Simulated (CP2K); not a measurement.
# Ti (P6_3/mmc) in CP2K: notebook, part 2 of 2

CP2K 2026.2. The steps go on from the part before.

### Step 4. Band structure, PBEsol

ti_bands.inp

```
&GLOBAL
  PROJECT ti_bands
  RUN_TYPE ENERGY_FORCE
  PRINT_LEVEL LOW
&END GLOBAL
&FORCE_EVAL
  METHOD QS
  STRESS_TENSOR ANALYTICAL
  &DFT
    BASIS_SET_FILE_NAME BASIS_MOLOPT_UZH
    POTENTIAL_FILE_NAME POTENTIAL_UZH
    &MGRID
      CUTOFF 450
      REL_CUTOFF 60
      NGRIDS 4
    &END MGRID
    &QS
      METHOD GPW
      EPS_DEFAULT 1.0E-9
    &END QS
    &KPOINTS
      SCHEME MONKHORST-PACK 10 10 6
      GAMMA_CENTERED T
      SYMMETRY T
      SYMMETRY_BACKEND SPGLIB
    &END KPOINTS
    &SCF
      SCF_GUESS ATOMIC
      EPS_SCF 1.0E-6
      MAX_SCF 100
      ADDED_MOS 16
      CHOLESKY OFF
      EPS_EIGVAL 1.0E-7
      &DIAGONALIZATION ON
        ALGORITHM STANDARD
      &END DIAGONALIZATION
      &MIXING ON
        METHOD BROYDEN_MIXING
        ALPHA 0.4
        BETA 1.5
        NBUFFER 8
      &END MIXING
      &SMEAR ON
        METHOD FERMI_DIRAC
        ELECTRONIC_TEMPERATURE [K] 580.226
      &END SMEAR
    &END SCF
    &XC
      &XC_FUNCTIONAL
        &GGA_X_PBE_SOL
        &END GGA_X_PBE_SOL
        &GGA_C_PBE_SOL
        &END GGA_C_PBE_SOL
      &END XC_FUNCTIONAL
    &END XC
    &PRINT
      &KPOINTS ON
      &END KPOINTS
      &MULLIKEN ON
      &END MULLIKEN
      &MO ON
        ENERGIES T
        OCCUPATION_NUMBERS T
        &EACH
          QS_SCF 0
        &END EACH
        ADD_LAST NUMERIC
      &END MO
      &BAND_STRUCTURE
        FILE_NAME bands.bs
        ADDED_MOS 4
        &KPOINT_SET
          UNITS B_VECTOR
          NPOINTS 6
          SPECIAL_POINT GAMMA 0.00000000 0.00000000 0.00000000
          SPECIAL_POINT M 0.50000000 0.00000000 0.00000000
          SPECIAL_POINT K 0.33333333 0.33333333 0.00000000
          SPECIAL_POINT GAMMA 0.00000000 0.00000000 0.00000000
          SPECIAL_POINT A 0.00000000 0.00000000 0.50000000
          SPECIAL_POINT L 0.50000000 0.00000000 0.50000000
          SPECIAL_POINT H 0.33333333 0.33333333 0.50000000
          SPECIAL_POINT A 0.00000000 0.00000000 0.50000000
        &END KPOINT_SET
        &KPOINT_SET
          UNITS B_VECTOR
          NPOINTS 6
          SPECIAL_POINT L 0.50000000 0.00000000 0.50000000
          SPECIAL_POINT M 0.50000000 0.00000000 0.00000000
        &END KPOINT_SET
        &KPOINT_SET
          UNITS B_VECTOR
          NPOINTS 6
          SPECIAL_POINT K 0.33333333 0.33333333 0.00000000
          SPECIAL_POINT H 0.33333333 0.33333333 0.50000000
        &END KPOINT_SET
      &END BAND_STRUCTURE
    &END PRINT
  &END DFT
  &SUBSYS
    &CELL
      A 2.9500000000 0.0000000000 0.0000000000
      B -1.4750000000 2.5547749412 0.0000000000
      C 0.0000000000 0.0000000000 4.6800000000
      PERIODIC XYZ
    &END CELL
    &COORD
      SCALED
      Ti  0.6666666667 0.3333333333 0.7500000000
      Ti  0.3333333333 0.6666666667 0.2500000000
    &END COORD
    &KIND Ti
      BASIS_SET TZVP-MOLOPT-PBE-GTH-q12
      POTENTIAL GTH-PBE-q12
    &END KIND
    &PRINT
      &ATOMIC_COORDINATES ON
      &END ATOMIC_COORDINATES
      &CELL ON
      &END CELL
    &END PRINT
  &END SUBSYS
  &PRINT
    &FORCES ON
    &END FORCES
    &STRESS_TENSOR ON
    &END STRESS_TENSOR
  &END PRINT
&END FORCE_EVAL
```

Potentials or basis: POTENTIAL_UZH Ti GTH-PBE-q12; TZVP-MOLOPT-PBE-GTH basis.

Launch:

```console
$ OMP_NUM_THREADS=2 cp2k.psmp -i ti_bands.inp -o ti_bands.out
```

Run time: 63 s. Hardware: 2 threads of Arm Neoverse V1, shared host; peak memory 0.36 GiB.

The run converged. Its results:

| Item | Value |
| --- | --- |
| Free energy | -3154.7258 eV |
| Pressure | -5.5 GPa |
| Band gap on the k mesh | none (metal or under the smearing width) |

Stress tensor (GPa, compression positive):
```
-5.35  0.00  0.00
 0.00 -5.35  0.00
 0.00  0.00 -5.76
```

Levels at the corners of the path, in eV from the Fermi level:
```
point  band 10  band 11  band 12  band 13  band 14  band 15
    Γ    -2.68     0.78     0.78     0.78     0.88     1.27
    M    -2.13    -1.82    -0.60     0.49     0.62     1.17
    K    -1.37    -1.37    -1.27     0.23     0.23     1.49
    Γ    -2.68     0.78     0.78     0.78     0.88     1.27
    A    -4.34     0.09     0.09     0.68     0.68     0.68
    L    -2.53    -0.80    -0.80     1.33     1.33     1.73
    H    -1.22    -1.08    -1.08    -0.20    -0.20     1.66
    A    -4.34     0.09     0.09     0.68     0.68     0.68
    L    -2.53    -0.80    -0.80     1.33     1.33     1.73
    M    -2.13    -1.82    -0.60     0.49     0.62     1.17
    K    -1.37    -1.37    -1.27     0.23     0.23     1.49
    H    -1.22    -1.08    -1.08    -0.20    -0.20     1.66
```

Caveat: the potentials were made for another functional, which shifts forces and pressure; the basis of atomic orbitals isn't converged, which shifts pressures, moduli and gaps.

### Step 5. Band structure, r2SCAN

ti_bands.inp, as its differences from that of step 4:

```diff
@@ -12,3 +12,3 @@
     &MGRID
-      CUTOFF 450
+      CUTOFF 675
       REL_CUTOFF 60
@@ -44,3 +44,3 @@
         METHOD FERMI_DIRAC
-        ELECTRONIC_TEMPERATURE [K] 580.226
+        ELECTRONIC_TEMPERATURE [K] 300.557
       &END SMEAR
@@ -49,6 +49,6 @@
       &XC_FUNCTIONAL
-        &GGA_X_PBE_SOL
-        &END GGA_X_PBE_SOL
-        &GGA_C_PBE_SOL
-        &END GGA_C_PBE_SOL
+        &MGGA_X_R2SCAN
+        &END MGGA_X_R2SCAN
+        &MGGA_C_R2SCAN
+        &END MGGA_C_R2SCAN
       &END XC_FUNCTIONAL
@@ -70,6 +70,6 @@
         FILE_NAME bands.bs
-        ADDED_MOS 4
+        ADDED_MOS 6
         &KPOINT_SET
           UNITS B_VECTOR
-          NPOINTS 6
+          NPOINTS 10
           SPECIAL_POINT GAMMA 0.00000000 0.00000000 0.00000000
@@ -85,3 +85,3 @@
           UNITS B_VECTOR
-          NPOINTS 6
+          NPOINTS 10
           SPECIAL_POINT L 0.50000000 0.00000000 0.50000000
@@ -91,3 +91,3 @@
           UNITS B_VECTOR
-          NPOINTS 6
+          NPOINTS 10
           SPECIAL_POINT K 0.33333333 0.33333333 0.00000000
@@ -100,5 +100,4 @@
     &CELL
-      A 2.9500000000 0.0000000000 0.0000000000
-      B -1.4750000000 2.5547749412 0.0000000000
-      C 0.0000000000 0.0000000000 4.6800000000
+      ABC 2.9500000000 2.9500000000 4.6800000000
+      ALPHA_BETA_GAMMA 90.0000000000 90.0000000000 119.9999999997
       PERIODIC XYZ
@@ -111,4 +110,4 @@
     &KIND Ti
-      BASIS_SET TZVP-MOLOPT-PBE-GTH-q12
-      POTENTIAL GTH-PBE-q12
+      BASIS_SET TZVP-MOLOPT-SCAN-GTH-q12
+      POTENTIAL GTH-SCAN-q12
     &END KIND
```

Potentials or basis: POTENTIAL_UZH Ti GTH-SCAN-q12; TZVP-MOLOPT-SCAN-GTH basis.

Launch:

```console
$ OMP_NUM_THREADS=2 cp2k.psmp -i ti_bands.inp -o ti_bands.out
```

Wall time 2.3 min (2 threads of Arm Neoverse V1, shared host); peak memory 0.43 GiB.

The run converged. Its results:

```yaml
Free_energy: -3152.8356 eV
Pressure: -1.6 GPa
Largest_force: 0.018 eV/Å
Band_gap_on_the_k_mesh: none (metal or under the smearing width)
```

Forces in eV/Å, atoms in the order of the input:
```
Ti   0.000  0.000  0.018
Ti   0.000  0.000 -0.018
```

Stress tensor (GPa, compression positive):
```
-1.48  0.00  0.00
 0.00 -1.48  0.00
 0.00  0.00 -1.73
```

Levels at the corners of the path, in eV from the Fermi level:
```tsv
point	band 9	band 10	band 11	band 12	band 13	band 14	band 15	band 16
Γ	-6.59	-2.83	0.64	0.86	0.86	0.94	1.37	1.37
M	-2.49	-2.23	-1.89	-0.78	0.63	0.71	1.24	3.48
K	-1.69	-1.52	-1.52	-1.37	0.31	0.31	1.63	3.15
Γ	-6.59	-2.83	0.64	0.86	0.86	0.94	1.37	1.37
A	-4.66	-4.66	0.06	0.06	0.78	0.78	0.78	0.78
L	-2.63	-2.63	-0.85	-0.85	1.29	1.29	1.90	1.90
H	-1.29	-1.29	-1.06	-1.06	-0.31	-0.31	1.83	1.83
A	-4.66	-4.66	0.06	0.06	0.78	0.78	0.78	0.78
L	-2.63	-2.63	-0.85	-0.85	1.29	1.29	1.90	1.90
M	-2.49	-2.23	-1.89	-0.78	0.63	0.71	1.24	3.48
K	-1.69	-1.52	-1.52	-1.37	0.31	0.31	1.63	3.15
H	-1.29	-1.29	-1.06	-1.06	-0.31	-0.31	1.83	1.83
```

Caveat: the basis of atomic orbitals isn't converged, which shifts pressures, moduli and gaps.

### Step 6. The runs side by side

| level | potentials or basis | smearing | EPS_DEFAULT | NGRIDS | basis sets | potentials | points a segment of the path (NPOINTS) | gap on the mesh (eV) | pressure (GPa) |
| --- | --- | --- | --- | --- | --- | --- | --- | --- | --- |
| PBE | POTENTIAL_UZH Ti GTH-PBE-q12; TZVP-MOLOPT-PBE-GTH basis | fermi-dirac 0.05 eV | 1.0E-9 | 4 | Ti TZVP-MOLOPT-PBE-GTH-q12 | Ti GTH-PBE-q12 of POTENTIAL_UZH | 8 | none | -1.3 |
| LDA | GTH_POTENTIALS Ti GTH-PADE-q12; TZVP-MOLOPT-PBE-GTH basis | fermi-dirac 0.05 eV | 1.0E-10 | 5 | Ti TZVP-MOLOPT-PBE-GTH-q12 | Ti GTH-PADE-q12 of GTH_POTENTIALS | 6 | none | -9.5 |
| PBEsol | POTENTIAL_UZH Ti GTH-PBE-q12; TZVP-MOLOPT-PBE-GTH basis | fermi-dirac 0.05 eV | 1.0E-9 | 4 | Ti TZVP-MOLOPT-PBE-GTH-q12 | Ti GTH-PBE-q12 of POTENTIAL_UZH | 6 | none | -5.5 |
| r2SCAN | POTENTIAL_UZH Ti GTH-SCAN-q12; TZVP-MOLOPT-SCAN-GTH basis | fermi-dirac 0.0259 eV | 1.0E-9 | 4 | Ti TZVP-MOLOPT-SCAN-GTH-q12 | Ti GTH-SCAN-q12 of POTENTIAL_UZH | 10 | none | -1.6 |

Alike in all rows: task band structure; no spin polarisation; cell as given; k mesh 10 × 10 × 6.

Caveats: the basis of atomic orbitals isn't converged, which shifts pressures, moduli and gaps; the potentials were made for another functional, which shifts forces and pressure (some runs).

Absolute energies hang on the potentials; compare differences alone.
